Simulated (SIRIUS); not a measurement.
**Pb under changes of volume**

One of the cells (30.929 Å³/atom); the others are scaled copies at fixed shape and fractional positions:

```
Pb
1.0
     0.00000    2.49141    2.49141
     2.49141    0.00000    2.49141
     2.49141    2.49141    0.00000
Pb
1
Direct
  0.00000 0.00000 0.00000
```

| Quantity | Value |
| --- | --- |
| Program | SIRIUS 7.10.0 |
| Functional | PBEsol |
| Potentials or basis | PseudoDojo 0.4.1 PBEsol standard (scalar relativistic) |
| Cutoff | 765 eV |
| Density cutoff | 3061 eV |
| k mesh | 9 × 9 × 9 |
| Occupations | fermi-dirac, width 0.05 eV |
| Spin | no spin polarisation |

| volume (Å³/atom) | energy over the lowest point (meV/atom) | pressure (GPa) |
| --- | --- | --- |
| 28.503 | 11.81 | 2.8 |
| 29.110 | 3.62 | 1.5 |
| 29.716 | 0.00 | 0.4 |
| 30.929 | ? | ? |
| 31.535 | 11.40 | -2.2 |
| 32.142 | 21.02 | -2.9 |

Q: What does the run at 30.929 Å³/atom give?

A: Energy over the lowest point 4.40 meV/atom; pressure -1.5 GPa.

Worked out: A Birch-Murnaghan fit of order 3 (a polynomial in V^(-2/3)) to the other rows has its minimum at 29.94 Å³/atom with B0 = V·E''(V) = 50 GPa and B' = 5.9. It gives 4.41 meV/atom at 30.929 Å³/atom, against the run's 4.40, and -dE/dV = -1.5 GPa, against -1.5.

Energies are extrapolated to zero smearing.
